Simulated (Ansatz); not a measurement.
# WS2 (Tungstenite) under changes of volume

One of the cells (18.245 Å³/atom); the others are scaled copies at fixed shape and fractional positions:

```
W S
1.0
     3.18000    0.00000    0.00000
    -1.59000    2.75396    0.00000
     0.00000    0.00000   12.50000
W S
2 4
Cartesian
  1.5900 0.9180 9.3750
  0.0000 1.8360 3.1250
  1.5900 0.9180 4.6875
  0.0000 1.8360 10.9375
  1.5900 0.9180 1.5625
  0.0000 1.8360 7.8125
```

```yaml
Program: Ansatz 0.2.0
Functional: PBE
Dispersion: D3(BJ)
Potentials_or_basis: Ansatz PAW
Cutoff: "420 eV (not typed: the program's choice for these potentials)"
k_mesh: 10 × 10 × 3
Occupations: fermi-dirac, width 0.05 eV
Spin: no spin polarisation
```

```tsv
volume (Å³/atom)	energy over the lowest point (meV/atom)	pressure (GPa)	gap on the mesh (eV)	largest force (eV/Å)
17.150	25.23	9.5	1.05	1.327
17.515	8.30	5.4	1.08	0.898
17.880	0.19	1.8	1.10	0.502
18.245	0.00	-1.5	1.12	0.136
18.610	6.90	-4.5	1.14	0.203
18.975	?	?	?	?
19.340	39.16	-9.5	1.16	0.808
```

**Question.** What does the run at 18.975 Å³/atom give?

**Answer.** Energy over the lowest point 20.18 meV/atom; pressure -7.1 GPa; gap on the mesh 1.15 eV; largest force 0.517 eV/Å.

Worked out: A Birch-Murnaghan fit of order 3 (a polynomial in V^(-2/3)) to the other rows has its minimum at 18.07 Å³/atom with B0 = V·E''(V) = 162 GPa and B' = 4.4 at fixed shape and positions, which overstates the stiffness. It gives 20.17 meV/atom at 18.975 Å³/atom, against the run's 20.18, and -dE/dV = -7.1 GPa, against -7.1. A parabola through the other rows of the gap, of slope 0.588 eV per unit of ln V there, gives 1.15 eV, against the run's 1.15.

Energies are extrapolated to zero smearing.

Caveats: odd divisions of the mesh miss points on the zone boundary, where band edges often lie, so the gap on the mesh can be too wide; spin-orbit coupling is left out, which moves the levels of the heavy elements; forces of over 1 eV/Å show positions far from the minimum, so gaps and moduli don't describe the material at rest (some runs).

A mesh can miss the band edges.
